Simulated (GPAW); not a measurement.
Runs of GPAW 26.7.0 on CdSe (Cadmoselite). It takes space group P6_3mc (No. 186, hexagonal). The conventional cell has a = 4.300 Å, b = 4.300 Å, c = 7.020 Å, α = 90.00°, β = 90.00°, γ = 120.00°. Around Cd (site symmetry 3m) lie 4 Se at 2.61 to 2.70 Å. Around Se (site symmetry 3m) lie 4 Cd at 2.61 to 2.70 Å. 

```tsv
task	level	cell	k mesh	optimizer	fmax	max steps	band path	band points	gap on the mesh (eV)	pressure (GPa)	relaxed volume (Å³/atom)	largest force (eV/Å)
single point	PBEsol	atoms moved at random, drawn with an rms of 0.05 Å	7 × 7 × 4	-	-	-	-	-	0.54	0.0	-	0.49
relaxation of cell and atoms	PW91	relaxed	5 × 5 × 3	BFGS	0.01 eV/Å	40	-	-	0.51	0.0	29.51	-
relaxation of cell and atoms	PBEint	relaxed	5 × 5 × 3	BFGS	0.01 eV/Å	40	-	-	(b)	0.0	28.59	0.01
band structure	LDA	as given	5 × 5 × 3	-	-	-	GMKGALHA,LM,KH	60	0.42	(a)	-	(c)
relaxation of cell and atoms	PBEsol+D3	relaxed to 1 GPa	5 × 5 × 3	LBFGS	0.01 eV/Å	100	-	-	0.65	1.0	-	-
```

Alike in all rows: potentials or basis PAW data sets generated in the run's folder for this functional, pw; no spin polarisation; cutoff (eV) 600; smearing fermi-dirac 0.05 eV.

Task: Fill in the values left out.

Result: (a) -2.0; (b) 0.60; (c) 0.26.

Caveats: later steps reuse the first step's grids (some runs).

A k mesh can miss the band edges, and the runs leave out spin-orbit coupling on Cd, Se.

Runs at the PBE level aren't shown here.
